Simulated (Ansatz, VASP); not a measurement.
**ZrB2 in VASP and in Ansatz**

The input INCAR:

```
ALGO     = Normal         # electronic algorithm
EDIFF    = 1E-7           # SCF threshold, eV
ENCUT    = 520            # plane-wave cutoff, eV
GGA      = PS             # functional
ISIF     = 2              # what is computed and relaxed
ISMEAR   = -1             # smearing method
LASPH    = True           # aspherical terms in the spheres
LCHARG   = False          # write CHGCAR
LREAL    = False          # projectors in reciprocal space
LWAVE    = False          # write WAVECAR
NBANDS   = 16             # bands
NELM     = 80             # most SCF steps
PREC     = Accurate       # precision mode
SIGMA    = 0.05           # smearing width, eV
```

Contents of KPOINTS:

```
k-points
0
Gamma
  10 10 8
```

File POSCAR:

```
ZrB2
1.0
    3.1909939893      0.0000000000      0.0000000000
   -1.5954969947      2.7634818581      0.0000000000
    0.0000000000      0.0000000000      3.5563980329
Zr B
1 2
Direct
    0.0000000000      0.0000000000      0.0000000000
    0.6666666667      0.3333333333      0.5000000000
    0.3333333333      0.6666666667      0.5000000000
```

Contents of input.yaml:

```yaml
crystal:
  lattice:
    - [3.1909939893, 0.0, 0.0]
    - [-1.5954969947, 2.7634818581, 0.0]
    - [0.0, 0.0, 3.5563980329]
  atoms:
    - { symbol: Zr, position: [0.0, 0.0, 0.0] }
    - { symbol: B, position: [0.6666666667, 0.3333333333, 0.5] }
    - { symbol: B, position: [0.3333333333, 0.6666666667, 0.5] }
hamiltonian:
  xc: pbesol
  pseudopotentials: { kind: paw }
kpoints:
  mp_grid: { grid: [10, 10, 8] }
scf:
  occupations: { method: fermi_dirac, width: 0.05 }
output:
  forces: true
  stress: true
  eigenvalues: true
```

Change from the starting cell: volume scaled by 1.02.

Alike in both runs: task single point; functional PBEsol; k mesh 10 × 10 × 8; occupations fermi-dirac, width 0.05 eV; no spin polarisation.

|  | VASP | Ansatz |
| --- | --- | --- |
| version | VASP 6.6.1 | Ansatz 0.2.0 |
| potentials or method | VASP PAW PBE potentials, release 64 (Zr_sv, B) | Ansatz PAW |
| plane-wave cutoff (eV) | 520 | 420 |
| valence electrons in the cell | 18 | 18 |

```csv
,VASP,Ansatz,Ansatz less VASP
gap on the k mesh at the Fermi level (eV),none,none,-
pressure (GPa),-8.2,-8.5,-0.29
largest component of the traceless stress (GPa),0.20,0.21,+0.002
```

A gap of «none» marks a metal or a gap that the smearing closes.

Caveats: the PAW data sets were made with another functional, which shifts forces and pressure a little (VASP); the PAW data sets come from PBE, with cores solved anew for the run's functional, which leaves a small shift of forces and pressure (Ansatz).
